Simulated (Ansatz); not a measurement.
SrVO3:

```xyz
5
Lattice="3.8409 0.0000 0.0000 0.0000 3.8409 0.0000 0.0000 0.0000 3.8409" Properties=species:S:1:pos:R:3 pbc="T T T"
Sr    1.9204    1.9204    1.9204
V     0.0000    0.0000    0.0000
O     0.0000    0.0000    1.9204
O     0.0000    1.9204    0.0000
O     1.9204    0.0000    0.0000
```

| Property | Result |
| --- | --- |
| Program | Ansatz 0.2.0 |
| Task | relaxation of cell and atoms |
| Functional | PBEsol |
| Dispersion | D4 |
| Potentials or basis | Ansatz PAW |
| Cutoff | 420 eV (not typed: the program's choice for these potentials) |
| k mesh | 7 × 7 × 7 |
| Occupations | fermi-dirac, width 0.05 eV |
| Spin | collinear spin, ferromagnetic start |
| Starting moments | [0.0, 2.0, 0.0, 0.0, 0.0] μB |

At the start: volume 11.33 Å³/atom.

Where does the relaxation end?

It ends after 7 steps and the volume is 10.95 Å³/atom (-3.4 %); space group Pm-3m (No. 221, to 0.05 Å); moment 0.00 μB per cell.

Step by step:
```
step  energy change (eV)  largest force (eV/Å)  volume (Å³)
   1              0.0000                0.0000        56.66
   2             -0.0457                0.0000        55.09
   3             -0.0482                0.0000        54.77
   4             -0.0481                0.0000        54.79
   5             -0.0414                0.0000        54.79
   6             -0.0417                0.0000        54.73
   7             -0.0414                0.0000        54.73
```

Final structure:
```
CELL_PARAMETERS angstrom
3.79665 0.00000 0.00000
0.00000 3.79665 0.00000
0.00000 0.00000 3.79665
ATOMIC_POSITIONS crystal
Sr 0.50000 0.50000 0.50000
V 0.00000 0.00000 0.00000
O 0.00000 0.00000 0.50000
O 0.00000 0.50000 0.00000
O 0.50000 0.00000 0.00000
```

Caveat: the plane-wave basis is chosen anew once the cell has moved, so the energies of steps on either side of that aren't comparable; the pressure holds a Pulay correction of +0.7 GPa for the finite cutoff; the PAW data sets come from PBE, with cores solved anew for the run's functional, which leaves a small shift of forces and pressure; the starting moments weren't kept.
